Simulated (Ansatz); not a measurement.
Crystal: AlNi3.

```
Ni Al
1.0
     3.52305    0.00000    0.00000
     0.00000    3.52305    0.00000
     0.00000    0.00000    3.52305
Ni Al
3 1
Direct
  0.50000 0.50000 0.00000
  0.50000 0.00000 0.50000
  0.00000 0.50000 0.50000
  0.00000 0.00000 0.00000
```

The cell is a database's computed one.

Base run:

```yaml
Program: Ansatz 0.2.0
Functional: PBEsol
Potentials_or_basis: Ansatz PAW
Cutoff: "420 eV (not typed: the program's choice for these potentials)"
k_mesh: 6 × 6 × 6
Occupations: fermi-dirac, width 0.05 eV
Spin: no spin polarisation
```

Its results: band gap on the k mesh none (metal or under the smearing width); pressure -0.8 GPa.

The run is repeated on the same cell with these changes: spin from no spin polarisation to collinear spin, ferrimagnetic start. What comes out?

Band gap on the k mesh none (metal or under the smearing width); pressure -0.6 GPa; net moment 0.67 μB per cell; site moments Ni +0.25; Al -0.02 μB.

Caveats: the PAW data sets come from PBE, with cores solved anew for the run's functional, which leaves a small shift of forces and pressure; the starting moments weren't kept (some runs).
